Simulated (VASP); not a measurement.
**WC: single point with PBEsol**

WC:

```
CELL_PARAMETERS angstrom
0.00000 2.31474 1.96753
2.31474 0.00000 1.96753
2.31474 2.31474 0.00000
ATOMIC_POSITIONS crystal
W 0.00000 0.00000 0.00000
C 0.50000 0.50000 0.50000
```

Measurements of this composition are mostly on another form, of space group No. 187.

| Item | Value |
| --- | --- |
| Program | VASP 6.6.1 |
| Task | single point |
| Functional | PBEsol |
| Potentials or basis | VASP PAW PBE potentials, release 64 (W_sv, C) |
| Cutoff | 520 eV |
| k mesh | 20 × 20 × 20 |
| Occupations | gaussian, width 0.15 eV |
| Spin | no spin polarisation |

```yaml
Pressure: 12.6 GPa
Band_gap_on_the_k_mesh: none (metal or under the smearing width)
```

Stress tensor (GPa, compression positive):
```
-28.15   0.00   0.00
  0.00 -28.15   0.00
  0.00   0.00  94.23
```

Levels at points of the mesh, in eV from the Fermi level:
```
           k point  band 5  band 6  band 7  band 8  band 9  band 10  band 11  band 12  band 13  band 14
(0.00, 0.00, 0.00)  -15.78   -3.16   -3.16   -1.85   -1.32    -1.29    -1.29    -1.29    -0.29     8.58
(0.50, 0.00, 0.00)  -10.88   -9.77   -6.89   -6.81    0.53     2.05     3.05     4.72     7.26     8.96
(0.50, 0.50, 0.00)  -13.53   -5.81   -3.94   -3.18   -3.18     1.30     2.18     2.18     6.27     8.26
(0.50, 0.00, 0.50)  -13.78   -6.07   -5.51   -2.27   -1.51     0.09     1.56     2.78     4.88     9.40
```

Wall time 60 s on 1 thread of Intel(R) Xeon(R) 6975P-C (Granite Rapids), on a shared host, peak memory 0.31 GiB.

Caveat: the PAW data sets were made with another functional, which shifts forces and pressure a little. Spin-orbit coupling is left out, which matters for the levels of W.
